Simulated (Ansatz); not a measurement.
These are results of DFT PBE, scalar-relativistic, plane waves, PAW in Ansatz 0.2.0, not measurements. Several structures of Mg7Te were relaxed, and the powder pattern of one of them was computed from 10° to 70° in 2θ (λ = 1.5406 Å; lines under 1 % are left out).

Cu Kα1 powder pattern (kinematic, no thermal factors).
```json
{"2θ (°)": "17.29", "relative intensity": "59"}
{"2θ (°)": "24.54", "relative intensity": "13"}
{"2θ (°)": "30.18", "relative intensity": "30"}
{"2θ (°)": "34.98", "relative intensity": "100"}
{"2θ (°)": "39.27", "relative intensity": "15"}
{"2θ (°)": "43.20", "relative intensity": "4"}
{"2θ (°)": "46.86", "relative intensity": "18"}
{"2θ (°)": "50.31", "relative intensity": "17"}
{"2θ (°)": "53.60", "relative intensity": "9"}
{"2θ (°)": "56.75", "relative intensity": "5"}
{"2θ (°)": "59.79", "relative intensity": "4"}
{"2θ (°)": "62.74", "relative intensity": "35"}
{"2θ (°)": "65.62", "relative intensity": "10"}
```

Question: Which structure gives it?
A.

```
Mg Te
1.0
     6.36058    0.00000    0.00000
    -3.18029    5.50843    0.00000
     0.00000    0.00000    5.38147
Mg Te
7 1
Direct
  0.50139 0.00279 0.00000
  0.65967 0.82984 0.50000
  0.66667 0.33333 0.50000
  0.99721 0.49861 0.00000
  0.17016 0.82984 0.50000
  0.17016 0.34033 0.50000
  0.50139 0.49861 0.00000
  0.00000 0.00000 0.00000
```

B.

```
Mg Te
1.0
     0.00000    4.55185    4.55185
     4.55185    0.00000    4.55185
     4.55185    4.55185    0.00000
Mg Te
7 1
Direct
  0.50000 0.00000 0.50000
  0.50000 0.00000 0.00000
  0.50000 0.50000 0.00000
  0.00000 0.50000 0.00000
  0.00000 0.50000 0.50000
  0.00000 0.00000 0.50000
  0.00000 0.00000 0.00000
  0.50000 0.50000 0.50000
```

C.

```
Mg Te
1.0
    -3.62442    3.62442    3.62442
     3.62442   -3.62442    3.62442
     3.62442    3.62442   -3.62442
Mg Te
7 1
Direct
  0.00000 0.50000 0.00000
  0.50000 0.50000 0.00000
  0.50000 0.00000 0.00000
  0.50000 0.00000 0.50000
  0.50000 0.50000 0.50000
  0.00000 0.50000 0.50000
  0.00000 0.00000 0.50000
  0.00000 0.00000 0.00000
```

Answer: C. Its strongest line, at 2θ = 34.98°, has d = λ/(2 sin θ) = 2.563 Å and is the (2 2 0) reflection of the conventional Im-3m cell with a = 7.249 Å. The others have their strongest lines at 36.6° (A); 34.1° (B).

The cells needn't be stable.
